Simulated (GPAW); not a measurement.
Set up this calculation in GPAW 26.7.0, as an ASE script.

```
Task                : single point
Functional          : PBE
Potentials or basis : GPAW PAW data sets (gpaw-data 1.2.1)
Cutoff              : 600 eV
Basis               : pw
k mesh              : 8 × 8 × 8
Occupations         : gaussian, width 0.025 eV
Spin                : no spin polarisation
Maxiter             : 150
```

The system is SnSe.

```
Sn Se
1.0
     0.00000    3.01000    3.01000
     3.01000    0.00000    3.01000
     3.01000    3.01000    0.00000
Sn Se
1 1
Cartesian
  0.0000 0.0000 0.0000
  3.0100 3.0100 3.0100
```

Measurements of this composition are mostly on another form, of space group No. 62.

These files were run (other wordings do the same):

run.py

```python
from ase import Atoms
from ase.dft.bandgap import bandgap
from ase.io import write
from ase.units import GPa
from gpaw import GPAW, PW

atoms = Atoms(['Sn', 'Se'],
              cell=[[0.0, 3.01, 3.01],
                    [3.01, 0.0, 3.01],
                    [3.01, 3.01, 0.0]],
              scaled_positions=[[0.0, 0.0, 0.0],
                                [0.5, 0.5, 0.5]],
              pbc=True)

calc = GPAW(mode=PW(600),
            xc='PBE',
            kpts={'size': (8, 8, 8), 'gamma': True},
            occupations={'name': 'methfessel-paxton', 'order': 0, 'width': 0.025},
            nbands=19,
            convergence={'density': 1e-05, 'energy': 1e-05},
            maxiter=150,
            txt='gpaw.txt')
atoms.calc = calc
energy = atoms.get_potential_energy()
forces = atoms.get_forces()
stress = atoms.get_stress()
calc.write('gs.gpw')
write('result.traj', atoms)
print(f'Energy: {energy:.6f} eV')
print('Forces (eV/A):')
print(forces.round(4))
print('Stress (GPa):', (stress / GPa).round(3))
print('Fermi level:', round(calc.get_fermi_level(), 4), 'eV')
print(f'Gap: {bandgap(calc)[0]:.4f} eV, direct: {bandgap(calc, direct=True)[0]:.4f} eV')
```

Potentials or basis: GPAW PAW data sets (gpaw-data 1.2.1), pw.

Command:

```sh
$ OMP_NUM_THREADS=1 python run.py
```

Results of the run:

```
Pressure               : 0.8 GPa
Band gap on the k mesh : 0.60 eV, direct
```

Caveat: spin-orbit coupling is left out, which moves the levels of the heavy elements.

It took 14 s on 1 thread of Arm Neoverse V2, with other jobs on the host, peak memory 0.16 GiB.
